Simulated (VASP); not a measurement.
Write the native input for VASP 6.6.1 that does the following.

```
Task                   : electron localisation function
Functional             : TPSS
Dispersion             : D3(BJ)
Potentials or basis    : VASP PAW PBE potentials, release 64 (Ga_d, S)
Cutoff                 : 520 eV
k mesh                 : 9 × 9 × 2
Occupations            : gaussian, width 0.01 eV
Spin                   : no spin polarisation
Further INCAR settings : ALGO = Normal; EDIFF = 1e-06
```

The structure of GaS lies in POSCAR:

```
GaS
3.585
    1.000000000000      0.000000000000      0.000000000000
   -0.500000000000      0.866025403794      0.000000000000
    0.000000000000      0.000000000000      4.323570432357
Ga S
4 4
Direct
    0.6666666667      0.3333333333      0.8300000000
    0.3333333333      0.6666666667      0.3300000000
    0.6666666667      0.3333333333      0.6700000000
    0.3333333333      0.6666666667      0.1700000000
    0.6666666667      0.3333333333      0.4000000000
    0.3333333333      0.6666666667      0.9000000000
    0.6666666667      0.3333333333      0.1000000000
    0.3333333333      0.6666666667      0.6000000000
```

The input as run:

INCAR

```
SYSTEM = GaS
PREC     = Accurate       ! precision mode
ENCUT    = 520            ! plane-wave cutoff, eV
EDIFF    = 1E-6           ! SCF threshold, eV
ISMEAR   = 0              ! smearing method
SIGMA    = 0.01           ! smearing width, eV
LREAL    = .False.        ! projectors in reciprocal space
LASPH    = .True.         ! aspherical terms in the spheres
NELM     = 60             ! most SCF steps
ALGO     = Normal         ! electronic algorithm
ISIF     = 2              ! what is computed and relaxed
LWAVE    = .False.        ! write WAVECAR
LCHARG   = .True.         ! write CHGCAR
METAGGA  = TPSS           ! meta-GGA
LMIXTAU  = .True.       
IVDW     = 12             ! dispersion correction
LELF     = .True.         ! ELF
```

KPOINTS

```
regular mesh
0
Gamma
  9 9 2
  0 0 0
```

Potentials or basis: VASP PAW PBE potentials, release 64 (Ga_d, S).

Run with:

```console
$ cat potpaw_PBE.64/Ga_d/POTCAR potpaw_PBE.64/S/POTCAR > POTCAR
$ mpirun -np 1 vasp_std > vasp.out
```

It gave:

```json
{
 "Pressure": "-2.0 GPa",
 "Largest force": "0.315 eV/Å",
 "Band gap on the k mesh": "1.64 eV, indirect (least direct gap 1.86 eV)",
 "Dispersion energy per atom": "-0.389 eV"
}
```

Caveat: the PAW data sets were made with another functional, which shifts forces and pressure a little; an odd mesh through Γ misses points on the zone boundary, where band edges often lie.

Run time: 15 min on 1 thread of Intel(R) Xeon(R) Platinum 8559C (Emerald Rapids) (shared host), peak memory 0.4 GiB.
